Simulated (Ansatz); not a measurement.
# LiF in AlN: predicting the transmission of holes through a thicker layer

**Method.** Ansatz 0.2.0, plane waves with PAW datasets, PBE. A layer of LiF (rock salt 001) is set into AlN (rock salt 001), which serves as both leads, on a net of side 2.878 Å (strains of 0.0 % for the lead and 0.0 % for the layer, against typed lattice constants near PBE's), with spacings from relaxations of each crystal; the joins are as laid, not relaxed. T is the transmission of one spin for holes 0.15 eV into the lead's valence band (from the first grid energy with a channel), at the zone centre across the current, summed over the channels open there; d is the cell's length less the lead's stretch. The valence offset, layer less lead, is −5.81 eV between the band edges, whatever their valley.

What is known so far:

```
stack (planes)  d (Å)        T
 AlN 9 / LiF 1   2.03    0.054
 AlN 9 / LiF 3   6.10  6.70e−5
 AlN 9 / LiF 4   8.13  2.73e−6
```

**Question.** A further stack, AlN 9 / LiF 6, has d = 12.20 Å. Fit T ∝ exp(−βd) to the rows shown and predict its T.

A: Take y = ln T: −2.92, −9.61 and −12.81. The means are d = 5.42 Å and y = −8.45; Σ(Δd Δy) = −31.36 and Σ(Δd)² = 19.30, so the slope is −1.625 Å⁻¹ (β = 1.625 Å⁻¹). At d = 12.20 Å, y = −8.45 − 1.625 × 6.78 = −19.47, or T = 3.52e−9.

**The withheld run.** The run gave T = 4.67e−9. The prediction is 0.753 times that, too low by 25 %. Step by step the slopes are 1.64, 1.58 and 1.57 Å⁻¹, falling with thickness. How much of this is a real bend and how much error of the rows wasn't traced.

Caveats: The energy is tied to a grid of 0.1 eV, and to each cell's own Fermi level, so its depth in the band drifts by up to a step between stacks, which bends ln T. Semilocal functionals make gaps too small, often by an eV or more, which enters masses, offsets and β. No spin-orbit coupling. Series are chosen for lead steps under 40 meV (30 for wells), a barrier that blocks and a steady trend in the rows shown; the data set holds 236 series of this kind, and not all pass.

[Logs are printed without paths, hosts, clocks, repeated set-up lines and the standing remarks that a program may print on its own settings, such as how far it seeks lower states.]
